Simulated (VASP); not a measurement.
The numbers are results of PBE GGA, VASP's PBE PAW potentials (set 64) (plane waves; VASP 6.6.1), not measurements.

VASP input:

### KPOINTS
```
Automatic mesh
0
G
 7 7 7
```

### INCAR
```
NELMIN  =  4
ALGO  =  Fast   ! Davidson, then RMM-DIIS
SYSTEM  =  CsBr
NELM  =  100
ENCUT  =  400   ! plane-wave cut-off (eV)
ISMEAR  =  0
EDIFF  =  1E-5   ! SCF stop (eV)
EDIFFG  =  -0.03
LASPH  =  T   ! aspherical one-centre terms
LCHARG  =  F
GGA  =  PE   ! PBE
LMAXMIX  =  4
LWAVE  =  F
PREC  =  Normal
ISIF  =  2   ! forces and stress, cell fixed
SIGMA  =  0.05   ! width (eV)
LREAL  =  F   ! projection in real space or not
IBRION  =  2
NSW  =  20
```

File POSCAR:
```
CsBr
1.0
  4.3897930130   0.0000000000   0.0000000000
  0.0000000000   4.3897930130   0.0000000000
  0.0000000000   0.0000000000   4.3897930130
Cs Br
1 1
direct
  0.0000000000   0.0000000000   0.0000000000
  0.5000000000   0.5000000000   0.5000000000
```

POTCAR, in this order: Cs_sv Br (PBE.64 set). Program: vasp_std.

Output

OSZICAR:
```
       N       E                     dE             d eps       ncg     rms          rms(c)
DAV:   1     0.862754443853E+02    0.86275E+02   -0.56517E+03   480   0.914E+02
DAV:   2     0.243755862131E+00   -0.86032E+02   -0.79863E+02   688   0.164E+02
DAV:   3    -0.624447284881E+01   -0.64882E+01   -0.64659E+01   596   0.520E+01
DAV:   4    -0.630689636485E+01   -0.62424E-01   -0.62404E-01   544   0.613E+00
DAV:   5    -0.630749192569E+01   -0.59556E-03   -0.59552E-03   624   0.573E-01    0.180E+00
RMM:   6    -0.605834983556E+01    0.24914E+00   -0.33465E-01   480   0.242E+00    0.103E+00
RMM:   7    -0.602148398323E+01    0.36866E-01   -0.36801E-01   480   0.236E+00    0.710E-01
RMM:   8    -0.602958939648E+01   -0.81054E-02   -0.61137E-02   480   0.121E+00    0.315E-01
RMM:   9    -0.602359506214E+01    0.59943E-02   -0.14005E-02   480   0.585E-01    0.154E-01
RMM:  10    -0.602380224162E+01   -0.20718E-03   -0.48118E-03   480   0.280E-01    0.337E-02
RMM:  11    -0.602394237669E+01   -0.14014E-03   -0.67808E-04   480   0.150E-01    0.373E-02
RMM:  12    -0.602392479930E+01    0.17577E-04   -0.14843E-04   401   0.537E-02    0.188E-02
RMM:  13    -0.602392020801E+01    0.45913E-05   -0.73249E-05   400   0.428E-02
   1 F= -.60239202E+01 E0= -.60239202E+01  d E =-.602392E+01
```

**OUTCAR**
```
------------------------ aborting loop because EDIFF is reached ----------------------------------------
  FORCE on cell =-STRESS in cart. coord.  units (eV):
  Direction    XX          YY          ZZ          XY          YZ          ZX
  --------------------------------------------------------------------------------------
  Total        0.0228860      0.0228860      0.0228860      0.0000000      0.0000000     -0.0000000
  in kB        0.4334587      0.4334587      0.4334587      0.0000000      0.0000000     -0.0000000
  external PRESSURE =       0.4334587 kB  Pullay stress =       0.0000000 kB
  volume of cell :       84.59
      direct lattice vectors                 reciprocal lattice vectors
     4.389793013  0.000000000  0.000000000     0.227801174  0.000000000  0.000000000
     0.000000000  4.389793013  0.000000000     0.000000000  0.227801174  0.000000000
     0.000000000  0.000000000  4.389793013     0.000000000  0.000000000  0.227801174
 POSITION                                       TOTAL-FORCE (eV/Angst)
 -----------------------------------------------------------------------------------
      0.00000      0.00000      0.00000         0.000000      0.000000      0.000000
      2.19490      2.19490      2.19490         0.000000      0.000000      0.000000
 -----------------------------------------------------------------------------------
    total drift:                                0.000000      0.000000     -0.000000
  FREE ENERGIE OF THE ION-ELECTRON SYSTEM (eV)
  ---------------------------------------------------
  free  energy   TOTEN  =        -6.0239202080 eV

  energy  without entropy=       -6.0239202080  energy(sigma->0) =       -6.02392021

 reached required accuracy - stopping structural energy minimisation
```
(Selected blocks of OUTCAR.)

**OUTCAR**
```
 val. band max:       -0.6494372637   @ k =   0.4286   0.4286   0.0000

 cond. band min:       3.6132302048   @ k =   0.0000   0.0000   0.0000


 Fermi energy:        -0.4242311622

 k-point     1 :       0.0000    0.0000    0.0000
  band No.  band energies     occupation
      1     -20.5239      2.00000
      2     -12.9259      2.00000
      3      -7.1460      2.00000
      4      -7.1460      2.00000
      5      -7.1460      2.00000
      6      -0.6549      2.00000
      7      -0.6549      2.00000
      8      -0.6549      2.00000
      9       3.6132      0.00000
     10       4.3375      0.00000
     11       4.3375      0.00000
     12       8.2533      0.00000

 k-point     2 :       0.1429    0.0000    0.0000
  band No.  band energies     occupation
      1     -20.5165      2.00000
      2     -12.9262      2.00000
      3      -7.2145      2.00000
      4      -7.1311      2.00000
      5      -7.1311      2.00000
      6      -0.9326      2.00000
      7      -0.6835      2.00000
      8      -0.6835      2.00000
      9       4.0684      0.00000
     10       4.4598      0.00000
     11       4.7436      0.00000
     12       8.1447      0.00000

 k-point     3 :       0.2857    0.0000    0.0000
  band No.  band energies     occupation
      1     -20.5000      2.00000
      2     -12.9275      2.00000
      3      -7.3587      2.00000
      4      -7.0973      2.00000
      5      -7.0973      2.00000
      6      -1.4409      2.00000
      7      -0.7495      2.00000
      8      -0.7495      2.00000
      9       4.7963      0.00000
     10       5.1080      0.00000
     11       5.7320      0.00000
     12       8.0222      0.00000

 k-point     4 :       0.4286    0.0000    0.0000
  band No.  band energies     occupation
      1     -20.4867      2.00000
      2     -12.9293      2.00000
      3      -7.4655      2.00000
      4      -7.0696      2.00000
      5      -7.0696      2.00000
      6      -1.7790      2.00000
...
```

Unless said otherwise, spin-orbit coupling is left out, though it shifts the bands of the heavy elements here.

The compound is CsBr in the CsCl type structure. It was relaxed first, which changed the volume by +7 %.
